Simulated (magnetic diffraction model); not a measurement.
## Ba₂PrAsO₆: what an assumed order does to the neutron pattern

Space group R-3 (no. 148), a = 6.2160 Å, c = 14.9510 Å.

```csv
site,atom,x,y,z
3a,Pr,0,0,0
6c,Ba,1/3,2/3,0.4176
3b,As,1/3,2/3,1/6
18f,O,0.0336,0.5619,0.2428
```

This is a made-up structure (elements placed in a structure type, unrelaxed), so the numbers test the method and describe no known phase.

Only Pr is taken to order (form factors of Pr3+); orders and moment sizes are assumed, and not adapted to the symmetry. Radiation: neutrons of λ = 2.36 Å, 1.5° to 75°; isotropic B of 0.27 Å² (Pr), 0.31 Å² (Ba), 0.35 Å² (As) and 0.41 Å² (O). Simulated constant-wavelength pattern: nuclear and magnetic terms add, the magnetic one as |2.695 fm × Σ f S⊥ exp(2πi Q·r) exp(−B s²)|², summed over all Q at one angle with the factor 1/(sin²θ cos θ). For a modulated order the moment at position r is S exp(−2πi k·r) + c.c., with S = m/2 for a sine wave of amplitude m and S = m(u + iv)/2 for moments turning in a plane, u and v being orthogonal unit vectors in it; the phase factor of the sum at Q = H + k is then exp(2πi H·r). Free-ion form factors, Sears's scattering lengths of 1992, no absorption; a label names one of the reflections at its angle. The strongest nuclear line in the range is 100, and lines under 0.2 are left out.

Assume the order k = (0 0 1/3), a sine wave with moments along [100] (amplitudes given), 1.7 μB on Pr.

Predict the pattern, nuclear and magnetic parts apart.

```
2θ (°)       index  nuclear  magnetic
  3.02   (0 0 1/3)      0.0      25.3
 24.30   (0 0 8/3)      0.0       0.4
 26.06   (1 0 2/3)      0.0       0.5
 26.95     (1 0 1)      9.8       0.0
 27.39     (0 0 3)      2.9       0.0
 28.14   (1 0 4/3)      0.0       0.5
 29.62   (0 1 5/3)      0.0       0.5
 30.51  (0 0 10/3)      0.0       0.2
 31.34     (0 1 2)     21.1       0.0
 33.27   (0 1 7/3)      0.0       0.4
 42.57  (1 0 11/3)      0.0       0.3
 44.63     (1 1 0)      7.3       0.0
 44.74   (1 1 1/3)      0.0       0.3
 45.20     (1 0 4)      9.7       0.0
 47.94  (1 0 13/3)      0.0       0.2
 50.76  (0 1 14/3)      0.0       0.2
 51.46   (1 1 8/3)      0.0       0.3
 53.16     (1 1 3)     16.5       0.0
 55.02  (1 1 10/3)      0.0       0.3
 55.54     (2 0 2)     41.5       0.0
 56.53     (0 0 6)     17.3       0.0
 65.40     (0 2 4)    100.0       0.0
 71.65     (2 1 1)     11.7       0.0
 72.29     (2 0 5)      0.6       0.0
 72.94     (1 0 7)      1.0       0.0
 73.89     (1 2 2)      5.8       0.0
 74.74     (1 1 6)     10.1       0.0
```

The strongest magnetic line in the range is (0 0 1/3) at 3.02° (25.3). On top of the Lorentz factor, which all lines share, magnetic lines fade with angle because f falls: for Pr3+ it is 0.97, 0.88, 0.76 and 0.50 at sin θ/λ = 0.1, 0.2, 0.3 and 0.5 Å⁻¹, while nuclear lengths stay constant. The order has no net moment.

[Logs are printed without paths, hosts, clocks, repeated set-up lines and the standing remarks that a program may print on its own settings, such as how far it seeks lower states.]
